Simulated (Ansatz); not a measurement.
**TePb: what relativity and spin–orbit coupling change**

```
Te Pb
1.0
     0.00000    3.22700    3.22700
     3.22700    0.00000    3.22700
     3.22700    3.22700    0.00000
Te Pb
1 1
Direct
  0.50000 0.50000 0.50000
  0.00000 0.00000 0.00000
```

Atom numbers follow the list: Te1, Pb2.

The cell is COD entry 9008696, as deposited and not checked against the literature; nothing was relaxed.

One fixed cell is solved with PBE by LAPW (all electrons) in Ansatz 0.2.0 under different relativistic treatments. Pressure is positive in compression.

Sampling and basis: a Γ-centred 10×10×10 k mesh, Fermi–Dirac smearing of 0.03 eV, basis error target 0.5 meV/atom, no spin polarisation.

Gaps under 0.4 eV may close at points that the mesh misses.

```json
{"setting": "scalar-relativistic", "P (GPa)": "2.32", "gap on the k mesh (eV)": "0.72"}
{"setting": "non-relativistic", "P (GPa)": "?", "gap on the k mesh (eV)": "?"}
{"setting": "with spin–orbit coupling", "P (GPa)": "2.09", "gap on the k mesh (eV)": "0.10"}
{"setting": "scalar-relativistic, point nuclei", "P (GPa)": "2.32", "gap on the k mesh (eV)": "0.73"}
{"setting": "scalar-relativistic, inner shells corrected to Dirac", "P (GPa)": "2.34", "gap on the k mesh (eV)": "0.72"}
```

Task: What belongs in the row "non-relativistic", column "P (GPa)"?

Result: 3.57.

Task: Fill in "gap on the k mesh (eV)" for the row "non-relativistic".

Result: 0.25.
